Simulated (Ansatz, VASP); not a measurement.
## Two plane-wave programs on SiC

POSCAR

```
SiC
1.0
    3.0766210100      0.0000000000      0.0000000000
   -1.5383105100      2.6644319500      0.0000000000
    0.0000000000      0.0000000000     15.0980843200
Si C
6 6
Direct
    0.3333333300      0.6666666700      0.8329861500
    0.6666666700      0.3333333300      0.3329861500
    0.6666666700      0.3333333300      0.6665006000
    0.3333333300      0.6666666700      0.1665006000
    0.0000000000      0.0000000000      0.4997294200
    0.0000000000      0.0000000000      0.9997294200
    0.0000000000      0.0000000000      0.8743664100
    0.0000000000      0.0000000000      0.3743664100
    0.3333333300      0.6666666700      0.7079967800
    0.6666666700      0.3333333300      0.2079967800
    0.6666666700      0.3333333300      0.5415216400
    0.3333333300      0.6666666700      0.0415216400
```

File INCAR.step1:

```
PREC = Accurate ; ENCUT = 520
ISMEAR = 0 ; SIGMA = 0.1
LREAL = False ; LASPH = True
NELM = 100 ; NBANDS = 36
GGA = PE ; ALGO = Normal
EDIFF = 1E-4 ; LWAVE = True
LCHARG = False
```

File INCAR.step2:

```
PREC = Accurate ; ENCUT = 520
EDIFF = 1E-7 ; ISMEAR = 0
SIGMA = 0.1 ; LREAL = False
LASPH = True ; NELM = 100
ALGO = Normal ; ISIF = 2
LWAVE = False ; LCHARG = False
METAGGA = R2SCAN ; LMIXTAU = True
NBANDS = 36 ; ISTART = 1
```

KPOINTS

```
Automatic mesh
0
Gamma
  6 6 2
```

Input for Ansatz:

```yaml
crystal:
  lattice:
    - [3.07662101, 0.0, 0.0]
    - [-1.53831051, 2.66443195, 0.0]
    - [0.0, 0.0, 15.09808432]
  atoms:
    - { symbol: Si, position: [0.33333333, 0.66666667, 0.83298615] }
    - { symbol: Si, position: [0.66666667, 0.33333333, 0.33298615] }
    - { symbol: Si, position: [0.66666667, 0.33333333, 0.6665006] }
    - { symbol: Si, position: [0.33333333, 0.66666667, 0.1665006] }
    - { symbol: Si, position: [0.0, 0.0, 0.49972942] }
    - { symbol: Si, position: [0.0, 0.0, 0.99972942] }
    - { symbol: C, position: [0.0, 0.0, 0.87436641] }
    - { symbol: C, position: [0.0, 0.0, 0.37436641] }
    - { symbol: C, position: [0.33333333, 0.66666667, 0.70799678] }
    - { symbol: C, position: [0.66666667, 0.33333333, 0.20799678] }
    - { symbol: C, position: [0.66666667, 0.33333333, 0.54152164] }
    - { symbol: C, position: [0.33333333, 0.66666667, 0.04152164] }
basis:
  ecutwfc: 500
kpoints:
  mp_grid: { grid: [6, 6, 2] }
hamiltonian:
  xc: r2scan
scf:
  occupations: { method: gaussian, width: 0.1 }
output:
  forces: true
  stress: true
  eigenvalues: true
```

The cell is a database's computed one.

Alike in both runs: task single point; functional r2SCAN; k mesh 6 × 6 × 2; occupations gaussian, width 0.1 eV; no spin polarisation.

```csv
,VASP,Ansatz
version,VASP 6.6.1,Ansatz 0.2.0
potentials or method,"VASP PAW PBE potentials, release 64 (Si, C)","scalar-relativistic, plane waves, PAW"
plane-wave cutoff (eV),520,500
valence electrons in the cell,48,48
```

|  | VASP | Ansatz | Ansatz less VASP |
| --- | --- | --- | --- |
| gap on the k mesh at the Fermi level (eV) | 2.40 | 2.39 | -0.011 |
| least direct gap on the mesh (eV) | 3.55 | 3.54 | -0.013 |
| pressure (GPa) | 0.2 | 0.4 | +0.19 |
| largest component of the traceless stress (GPa) | 0.11 | 0.11 | +0.006 |

With one functional, cell and mesh, what is left measures potentials, basis and numerics.

Caveats: the PAW data sets were made with another functional, which shifts forces and pressure a little (VASP). r2SCAN opens gaps a little over a GGA but as a rule still falls short of measured ones. A k mesh can miss the band edges.
